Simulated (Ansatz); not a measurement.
Sb: frozen-core PAW against all-electron methods

```xyz
1
Lattice="0.0000 2.3050 2.3050 2.3050 0.0000 2.3050 2.3050 2.3050 0.0000" Properties=species:S:1:pos:R:3 pbc="T T T"
Sb    0.0000    0.0000    0.0000
```

The conventional cell has a = 4.610 Å, b = 4.610 Å, c = 4.610 Å, α = 90.00°, β = 90.00°, γ = 90.00°. Sb (atom 1) is surrounded by 12 Sb at 3.26 Å.

The cell comes from COD entry 9013009, which wasn't checked; take it as a given geometry.

Spin–orbit coupling is left out, though it moves levels of the heavy atoms by tenths of an eV or more.

All numbers are computed: DFT, PBE, PAW with Ansatz's default frozen-core files, scalar-relativistic (Ansatz 0.2.0); DFT, PBE, all-electron LAPW, scalar-relativistic (Ansatz 0.2.0).

For PAW: a Γ-centred 12×12×12 k mesh, Fermi–Dirac smearing of 0.05 eV, cutoff 420 eV, no spin polarisation. LAPW targets a basis error of 1 meV/atom. The Ansatz runs share mesh, smearing and spin set-up. Plane-wave (PAW) pressures include the program's estimate of the Pulay term.

Stress and pressure are positive in compression.

Levels count from the Fermi level.

PAW results:

```json
{"quantity": "pressure (GPa)", "PAW": "8.71"}
{"quantity": "highest filled level at K (eV)", "PAW": "-3.426"}
{"quantity": "lowest empty level at K (eV)", "PAW": "1.258"}
{"quantity": "highest filled level at X (eV)", "PAW": "-5.515"}
{"quantity": "lowest empty level at X (eV)", "PAW": "0.333"}
{"quantity": "highest filled level at L (eV)", "PAW": "-6.510"}
{"quantity": "lowest empty level at L (eV)", "PAW": "4.039"}
```

Task: What does full-potential LAPW give for the same quantities?

Result: 
```
                      quantity    LAPW
                pressure (GPa)    8.71
highest filled level at K (eV)  -3.427
  lowest empty level at K (eV)   1.257
highest filled level at X (eV)  -5.516
  lowest empty level at X (eV)   0.332
highest filled level at L (eV)  -6.511
  lowest empty level at L (eV)   4.037
```
